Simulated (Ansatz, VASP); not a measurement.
This is a calculation of GaAs for Ansatz 0.2.0.

The input input.yaml:

```yaml
crystal:
  lattice:
    - [3.60640121, 0.0, 0.0]
    - [-1.8032006, 3.12323506, 0.0]
    - [0.0, 0.0, 3.57319416]
  atoms:
    - { symbol: Ga, position: [0.33333333, 0.66666667, 0.5] }
    - { symbol: As, position: [0.0, 0.0, 0.0] }
hamiltonian:
  xc: pbe
  pseudopotentials: { kind: paw }
kpoints:
  mp_grid: { grid: [9, 9, 8] }
scf:
  occupations: { method: fermi_dirac, width: 0.05 }
output:
  forces: true
  stress: true
  eigenvalues: true
```

Potentials or basis: Ansatz PAW.

The run is started by

```bash
$ ansatz run input.yaml --threads 1 --pin off --max-ram 3584MiB --backend cpu --events-out ev --progress --plain --runs-dir out
```

Translate it to VASP 6.6.1. Potentials there: VASP PAW PBE potentials, release 64 (Ga_d, As).

As run (the cutoff follows the program's own potentials):

The input INCAR:

```
SYSTEM = GaAs
ALGO = Normal
EDIFF = 1E-7
ENCUT = 520
GGA = PE
ISIF = 2
ISMEAR = -1
LASPH = .TRUE.
LCHARG = .FALSE.
LREAL = .FALSE.
LWAVE = .FALSE.
NBANDS = 16
NELM = 100
PREC = Accurate
SIGMA = 0.05
```

The input KPOINTS:

```
k-points
0
G
  9 9 8
  0 0 0
```

The input POSCAR:

```
GaAs
1.0
    3.6064012100      0.0000000000      0.0000000000
   -1.8032006000      3.1232350600      0.0000000000
    0.0000000000      0.0000000000      3.5731941600
Ga As
1 1
Direct
    0.3333333300      0.6666666700      0.5000000000
    0.0000000000      0.0000000000      0.0000000000
```

Potentials or basis: VASP PAW PBE potentials, release 64 (Ga_d, As).

Run with:

```bash
$ cat potpaw_PBE.64/Ga_d/POTCAR potpaw_PBE.64/As/POTCAR > POTCAR
$ mpirun -np 1 vasp_std > vasp.out
```

Both were run:

|  | VASP | Ansatz | Ansatz less VASP |
| --- | --- | --- | --- |
| gap on the k mesh at the Fermi level (eV) | none | none | - |
| pressure (GPa) | -0.4 | -0.5 | -0.13 |
| largest component of the traceless stress (GPa) | 2.59 | 2.64 | +0.054 |

A gap of «none» marks a metal or a gap that the smearing closes. The two sets of potentials don't hold the same shells in valence.
